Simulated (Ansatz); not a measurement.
**Relaxing MnAs**

Theory: DFT PBEsol, scalar-relativistic, plane waves, PAW in Ansatz. Run with 420 eV cutoff, 14×14×14 k-mesh, Gaussian smearing of 0.10 eV, collinear spin.

What was changed in MnSe: Se → As on all its sites, cell and atoms relaxed.

Command:

```bash
ansatz run input.yaml --threads 1 --pin off --max-ram 2560MiB --backend cpu --events-out ev --progress --plain --runs-dir out
```

Input:

```yaml
crystal:
  lattice:
    - [0.0, 2.7517087183, 2.7517087183]
    - [2.7517087183, 0.0, 2.7517087183]
    - [2.7517087183, 2.7517087183, 0.0]
  atoms:
    - { symbol: Mn, position: [0.0, 0.0, 0.0], spin: 3.47 }
    - { symbol: As, position: [0.75, 0.75, 0.75], spin: -0.14 }
basis:
  ecutwfc: 420
kpoints:
  mp_grid: { grid: [14, 14, 14] }
hamiltonian:
  xc: pbesol
scf:
  occupations: { method: gaussian, width: 0.1 }
output:
  forces: true
  stress: true
  eigenvalues: true
  populations: true
magnetization:
  spin_polarized: true
relax:
  adjacent_minimum: "off"
  f_tol: 0.01
  max_steps: 60
  cell: { stress_tol: 0.1 }
```

F is the free energy. Steps run on the plane waves of an earlier cell, but the last one, and at times one on the way, on a freshly chosen basis, so a repeated geometry can differ a little in energy.

Steps:

| step | F − F(1) (eV) | largest force component (eV/Å) | V (Å³/atom) | P (GPa) |
| --- | --- | --- | --- | --- |
| 1 | 0.0000 | 0.000 | 20.836 | 0.20 |
| 2 | -0.0001 | 0.000 | 20.874 | 0.11 |
| 3 | -0.0001 | 0.000 | 20.924 | 0.00 |
| 4 | -0.0001 | 0.000 | 20.924 | 0.00 |

Relaxed structure:

```
CELL_PARAMETERS angstrom
0.00000 2.75560 2.75560
2.75560 0.00000 2.75560
2.75560 2.75560 0.00000
ATOMIC_POSITIONS crystal
Mn 0.00000 0.00000 0.00000
As 0.75000 0.75000 0.75000
```

It takes space group F-43m (No. 216, cubic). Conventional cell: a = 5.511 Å, b = 5.511 Å, c = 5.511 Å, α = 90.00°, β = 90.00°, γ = 90.00°. Mn (site symmetry -43m) is surrounded by 4 As at 2.39 Å. As (site symmetry -43m) has 4 Mn at 2.39 Å as nearest neighbours.

The run converged. Time: 99 s on 1 thread of Arm Neoverse V1 (shared host), peak memory 0.48 GiB.